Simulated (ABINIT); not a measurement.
# Rh: single point with PBE

Rh:

```
Rh
1.0
     0.00000    1.89785    1.89785
     1.89785    0.00000    1.89785
     1.89785    1.89785    0.00000
Rh
1
Direct
  0.00000 0.00000 0.00000
```

```
Program             : ABINIT 10.8.3 (patched build)
Task                : single point
Functional          : PBE
Potentials or basis : JTH PAW PBE v2.0
Cutoff              : 435 eV
k mesh              : 12 × 12 × 12
Occupations         : fermi-dirac, width 0.05 eV
Spin                : no spin polarisation
```

```
Pressure                                              : 6.8 GPa
Band gap on the k mesh                                : none (metal or under the smearing width)
Valence electrons inside the program's atomic spheres : Rh 14.88 (radii [1.1708] Å)
```

Levels at points of the mesh, in eV from the Fermi level:
```tsv
k point	band 4	band 5	band 6	band 7	band 8	band 9	band 10	band 11	band 12	band 13
(0.00, 0.00, 0.00)	-46.41	-8.03	-3.13	-3.13	-3.13	-1.02	-1.02	15.89	21.34	21.34
(0.50, 0.00, 0.00)	-46.51	-6.19	-3.21	-3.21	0.56	0.56	0.70	8.68	15.41	21.21
(0.50, 0.50, 0.00)	-46.69	-6.40	-6.02	0.53	0.98	0.98	3.24	12.32	13.30	13.30
```

It took 9.9 s on 1 thread of Arm Neoverse V1, on a shared host, peak memory 0.09 GiB.
